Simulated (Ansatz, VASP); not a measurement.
## Two plane-wave programs on Al

```
CELL_PARAMETERS angstrom
2.85676 0.00000 0.00000
0.00000 4.04007 0.00000
0.00000 0.00000 18.28514
ATOMIC_POSITIONS crystal
Al 0.50000 0.50000 0.38282
Al 0.00000 0.00000 0.46094
Al 0.50000 0.50000 0.54149
Al 0.00000 0.00000 0.61489
```

Alike in both runs: functional PBE; k mesh 10 × 7 × 1; occupations gaussian, width 0.1 eV; no spin polarisation.

Ansatz relaxed the structure, and its values are those at the end. VASP's run is a single point on that final structure, the one shown.

|  | VASP | Ansatz |
| --- | --- | --- |
| version | VASP 6.6.1 | Ansatz 0.2.0 |
| potentials or method | VASP PAW PBE potentials, release 64 (Al) | scalar-relativistic, plane waves, PAW |
| plane-wave cutoff (eV) | 520 | 420 |
| valence electrons in the cell | 12 | 12 |

|  | VASP | Ansatz | Ansatz less VASP |
| --- | --- | --- | --- |
| gap on the k mesh at the Fermi level (eV) | none | none | - |
| rms of the force components (eV/Å) | 0.088 | 0.088 | -0.0003 |
| work function, face that differs most (eV) | 4.08 | 4.08 | -0.003 |

A gap of «none» marks a metal or a gap that the smearing closes. The functional is the same, so the differences come from potentials, cutoffs and numerics.
